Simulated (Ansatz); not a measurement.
Born–Oppenheimer molecular dynamics of C2H3O2 (7 atoms, charge -1, multiplicity 1). It starts from a relaxed structure.

Level of theory: RKS PBE0-D4/6-31G* in Ansatz.

```
ensemble        : NVT, Langevin thermostat
time step       : 0.5 fs
steps asked     : 500
set temperature : 700 K
friction        : 0.05 /fs
seed            : 936507
```

Frames 10 fs apart, positions in Å, forces in eV/Å.

Velocities at 25.0 fs (Å/ps):

```
C 1.55 20.14 -3.51
C -10.65 -1.70 -5.80
O -4.24 5.39 2.77
O -0.69 0.95 -0.93
H -13.49 12.23 -22.79
H 17.74 -3.60 28.14
H 15.55 2.83 -6.88
```

```xyz
7
Properties=species:S:1:pos:R:3:forces:R:3 time_fs=25.0 energy_less_start_eV=0.550 T=575
C -0.195 0.596 -0.148 -2.86 5.22 -1.95
C 0.443 -0.671 0.205 1.03 -2.86 -1.03
O 0.788 -0.749 1.396 0.35 -0.16 0.90
O 0.544 -1.562 -0.704 -0.16 1.01 0.63
H 0.171 1.371 -0.950 0.32 -1.93 0.71
H -0.313 1.313 0.676 0.42 -0.38 0.64
H -1.285 0.578 -0.481 0.90 -0.91 0.09
7
Properties=species:S:1:pos:R:3:forces:R:3 time_fs=35.0 energy_less_start_eV=0.524 T=597
C -0.199 0.830 -0.132 0.39 -2.97 -1.76
C 0.361 -0.697 0.161 2.28 1.02 1.80
O 0.735 -0.708 1.405 -0.93 -0.85 -2.06
O 0.577 -1.548 -0.743 -0.98 1.05 0.73
H 0.441 1.287 -0.935 -0.69 -0.09 0.73
H -0.087 1.198 0.858 -0.18 1.08 0.56
H -1.236 0.662 -0.473 0.12 0.76 0.01
7
Properties=species:S:1:pos:R:3:forces:R:3 time_fs=45.0 energy_less_start_eV=0.819 T=642
C -0.178 0.897 -0.057 0.52 0.19 -3.18
C 0.402 -0.674 0.140 -0.96 1.02 -1.13
O 0.717 -0.791 1.299 0.84 -0.33 3.40
O 0.579 -1.490 -0.776 -0.69 0.71 -1.22
H 0.657 1.379 -0.653 -0.80 -0.42 -0.25
H -0.087 1.512 0.786 0.01 0.19 2.33
H -1.153 1.310 -0.522 1.08 -1.35 0.05
7
Properties=species:S:1:pos:R:3:forces:R:3 time_fs=55.0 energy_less_start_eV=0.705 T=648
C -0.156 0.966 -0.016 -1.78 -0.25 -2.38
C 0.355 -0.644 0.112 1.70 -0.06 1.46
O 0.726 -0.864 1.308 -0.92 0.70 -0.78
O 0.540 -1.443 -0.838 -1.18 1.60 -0.29
H 0.516 1.621 -0.631 0.06 -0.75 0.36
H -0.195 1.406 0.979 -0.12 -0.19 0.17
H -1.222 1.226 -0.586 2.23 -1.06 1.46
7
Properties=species:S:1:pos:R:3:forces:R:3 time_fs=65.0 energy_less_start_eV=0.588 T=609
C -0.144 0.931 -0.042 -0.91 -3.35 -0.22
C 0.410 -0.675 0.125 0.95 1.29 -1.87
O 0.708 -0.925 1.304 -0.14 -0.57 -0.01
O 0.457 -1.354 -0.946 -0.24 0.67 1.55
H 0.418 1.711 -0.568 -0.17 -0.42 -0.34
H -0.255 1.126 0.995 -0.26 0.95 1.01
H -1.147 0.597 -0.449 0.77 1.43 -0.11
7
Properties=species:S:1:pos:R:3:forces:R:3 time_fs=75.0 energy_less_start_eV=0.393 T=642
C -0.150 0.817 -0.026 -1.42 -1.82 1.23
C 0.484 -0.634 0.104 -2.46 0.01 -1.51
O 0.678 -0.953 1.301 0.87 -0.61 -0.79
O 0.379 -1.291 -1.001 1.21 0.59 2.16
H 0.351 1.553 -0.539 1.86 1.77 -1.59
H -0.333 1.194 0.977 -0.15 0.19 0.31
H -1.115 0.721 -0.555 0.10 -0.13 0.19
7
Properties=species:S:1:pos:R:3:forces:R:3 time_fs=85.0 energy_less_start_eV=0.365 T=814
C -0.171 0.803 -0.086 -0.90 0.21 1.65
C 0.437 -0.581 0.068 -0.87 -0.88 3.46
O 0.711 -0.940 1.256 0.48 0.42 -0.64
O 0.383 -1.279 -0.936 0.61 -0.99 -2.15
H 0.515 1.369 -0.685 0.27 1.15 -0.16
H -0.531 1.245 0.924 1.04 -0.28 -1.68
H -1.042 0.583 -0.682 -0.62 0.37 -0.47
7
Properties=species:S:1:pos:R:3:forces:R:3 time_fs=95.0 energy_less_start_eV=0.404 T=643
C -0.189 0.793 -0.198 -2.36 2.33 1.97
C 0.334 -0.582 0.120 0.82 -1.82 -2.33
O 0.719 -0.902 1.248 -0.03 0.26 1.11
O 0.405 -1.281 -0.955 -0.21 0.58 1.05
H 0.504 1.459 -0.621 1.95 0.60 -0.94
H -0.547 1.516 0.679 0.16 -1.80 -1.18
H -0.953 0.749 -0.983 -0.32 -0.15 0.32
7
Properties=species:S:1:pos:R:3:forces:R:3 time_fs=105.0 energy_less_start_eV=0.448 T=713
C -0.233 0.848 -0.315 0.02 -0.92 3.22
C 0.274 -0.671 0.051 1.29 2.44 4.40
O 0.709 -0.898 1.262 -1.52 0.56 -2.79
O 0.395 -1.310 -0.966 0.01 -2.21 -2.23
H 0.716 1.275 -0.631 -0.19 0.59 -0.47
H -0.662 1.435 0.577 0.74 -0.67 -1.06
H -0.999 0.753 -1.050 -0.35 0.22 -1.08
7
Properties=species:S:1:pos:R:3:forces:R:3 time_fs=115.0 energy_less_start_eV=0.222 T=622
C -0.228 0.784 -0.305 1.44 0.76 -0.38
C 0.318 -0.652 0.034 -0.23 -0.18 -3.02
O 0.645 -0.902 1.182 0.38 -0.34 1.93
O 0.412 -1.370 -1.024 -0.16 0.75 1.29
H 0.596 1.330 -0.859 -0.27 -0.28 0.90
H -0.611 1.463 0.499 0.15 -0.66 -0.41
H -0.885 0.663 -1.139 -1.31 -0.05 -0.30
7
Properties=species:S:1:pos:R:3:forces:R:3 time_fs=125.0 energy_less_start_eV=0.361 T=603
C -0.249 0.759 -0.373 2.73 0.27 1.29
C 0.372 -0.650 -0.039 -0.82 -0.94 1.23
O 0.647 -0.949 1.150 0.12 0.79 -0.12
O 0.427 -1.409 -1.026 0.18 0.17 -0.82
H 0.605 1.259 -0.891 -1.16 -0.21 -1.02
H -0.360 1.464 0.452 -0.36 -0.34 0.76
H -1.197 0.586 -0.816 -0.69 0.26 -1.33
7
Properties=species:S:1:pos:R:3:forces:R:3 time_fs=135.0 energy_less_start_eV=0.480 T=557
C -0.222 0.748 -0.384 -0.91 -1.65 0.05
C 0.380 -0.716 -0.013 -0.92 1.85 -0.69
O 0.654 -0.942 1.169 0.23 0.09 0.98
O 0.420 -1.425 -1.011 0.44 -1.74 -1.49
H 0.210 1.125 -1.347 0.64 0.54 1.42
H -0.268 1.238 0.621 0.13 0.87 -1.34
H -1.248 0.556 -0.816 0.38 0.03 1.06
```

Of the whole run (250 fs, mean temperature of the second half 583 K): The mean temperature of the second half is 17 % below the set value. A run of 0.25 ps of so small a system gives no equilibrium averages. Limits of this set-up: an anion without diffuse functions, the dipole of an ion depends on the origin.

Time of the run: 17 min on 1 thread of Intel(R) Xeon(R) Processor @ 2.70GHz, with other jobs on the host, peak memory 0.12 GiB.
